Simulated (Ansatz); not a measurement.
An added O started as a split pair with an O atom in corundum Al2O3, 121 atoms, charge 0

All numbers come from Ansatz (PAW, plane waves, no spin–orbit coupling) at the single k point (¼, ¼, ¼) without its symmetry partners. The atoms were relaxed with PBEsol in a fixed cell; other functionals are single points on those atoms unless said otherwise. The valence top and gap of the host come from its small cell on a dense mesh, with the band extrema sought between the mesh points, lined up by the mean potential, PBEsol gap 6.03 eV, HSE06 gap 7.99 eV, r²SCAN gap 7.03 eV.

Cell: a = 9.548 Å, b = 9.548 Å, c = 13.014 Å, α = 90.00°, β = 90.00°, γ = 120.00°.

Nearest atoms after relaxation, from the placed atom (for vacancies from the middle of the vacant sites): O at 1.43 Å, Al at 1.85 Å, Al at 1.85 Å, Al at 1.96 Å, O at 2.13 Å, O at 2.44 Å, O at 2.44 Å, O at 2.48 Å.

Chemical potentials μ are those of reference phases of the elements at zero temperature by the same functional (the usual solids, diamond for C, grey Sn, and the molecules H2, N2, O2, F2, Cl2, Br2 and S8).

| functional | E(defect) − E(host) − Σ nμ + q·E_VBM (eV) | monopole (eV) | alignment (eV) | formation energy at E_F = VBM (eV) | moment (μB) | wall time, shared host |
| --- | --- | --- | --- | --- | --- | --- |
| PBEsol | 3.80 | 0.00 | 0.00 | 3.80 | 0 (no spin) | 12 s on NVIDIA GB300 (relaxation) |

Question: Estimate the formation energy and moment that HSE06 gives on these atoms.

Answer: 4.13 eV at E_F = VBM, moment 0 (no spin). r²SCAN gives 4.08 eV.

HSE06 one-electron levels near the gap (the ten most localised at most), from the host's valence top:

| level (eV) | spin | filling | atoms sharing it | element of the atom with most weight |
| --- | --- | --- | --- | --- |
| -0.24 | both | 2.00 | 58.5 | spread |
| -0.23 | both | 2.00 | 59.4 | spread |
| -0.20 | both | 2.00 | 63.2 | spread |
| -0.18 | both | 2.00 | 60.8 | spread |
| -0.14 | both | 2.00 | 65.0 | spread |
| -0.12 | both | 2.00 | 65.4 | spread |
| -0.09 | both | 2.00 | 21.4 | O |
| -0.05 | both | 2.00 | 70.6 | spread |
| 0.25 | both | 2.00 | 7.7 | O |
| 0.57 | both | 2.00 | 4.9 | O |

r²SCAN one-electron levels near the gap (the ten most localised at most), from the host's valence top:

| level (eV) | spin | filling | atoms sharing it | element of the atom with most weight |
| --- | --- | --- | --- | --- |
| -0.28 | both | 2.00 | 62.7 | spread |
| -0.21 | both | 2.00 | 58.6 | spread |
| -0.20 | both | 2.00 | 59.6 | spread |
| -0.17 | both | 2.00 | 58.9 | spread |
| -0.16 | both | 2.00 | 61.8 | spread |
| -0.10 | both | 2.00 | 59.5 | spread |
| -0.05 | both | 2.00 | 16.9 | O |
| 0.35 | both | 2.00 | 7.1 | O |
| 0.73 | both | 2.00 | 4.2 | O |
| 6.99 | both | 0.00 | 2.9 | O |

All elements are taken at their own reference at once; growth conditions in equilibrium with the host shift these energies, by up to the host's formation enthalpy.

One k point and a cell of this size can leave errors of several tenths of an eV in such numbers.
